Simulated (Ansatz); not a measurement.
Worked example: Si(CH3)2(OH)(SiH3) + C4H10O → Si(CH3)(OH)2(SiH3) + C5H12

Species: Si(CH3)2(OH)(SiH3), singlet; C4H10O (2-methyl-1-propanol) `CC(C)CO`, singlet; Si(CH3)(OH)2(SiH3), singlet; C5H12 (isopentane) `CCC(C)C`, singlet. The partners trade CH3 for OH: Si–CH3 and C–OH bonds give way to Si–OH and C–CH3.

Shapes, held fixed at every level: PBE0-D4/def2-TZVP. Flexible molecules stand in one conformer, not always the lowest. Programs: Ansatz 0.2.0. Electronic energies: no zero-point or thermal term.

At CCSD(T)/CBS estimate; 1 Eh = 2625.50 kJ/mol:

| species | energy (Eh) |
| --- | --- |
| Si(CH3)2(OH)(SiH3) | -735.526512 |
| C4H10O | -233.406904 |
| Si(CH3)(OH)2(SiH3) | -771.483899 |
| C5H12 | -197.504246 |

Question: Work out ΔE of the reaction at this level.

Answer: 
1. Products less reactants: (-771.483899) + (-197.504246) − [(-735.526512) + (-233.406904)] = -0.054729 Eh = -143.7 kJ/mol.

Other levels give -148.8 (HF/def2-TZVPP) to -127.6 kJ/mol (PBE-D4/def2-TZVPP). No measured value is set beside it here. The CBS estimate extrapolates MP2 from def2-TZVPP and def2-QZVPP and adds CCSD(T) − MP2 in the triple-zeta set, cores frozen.
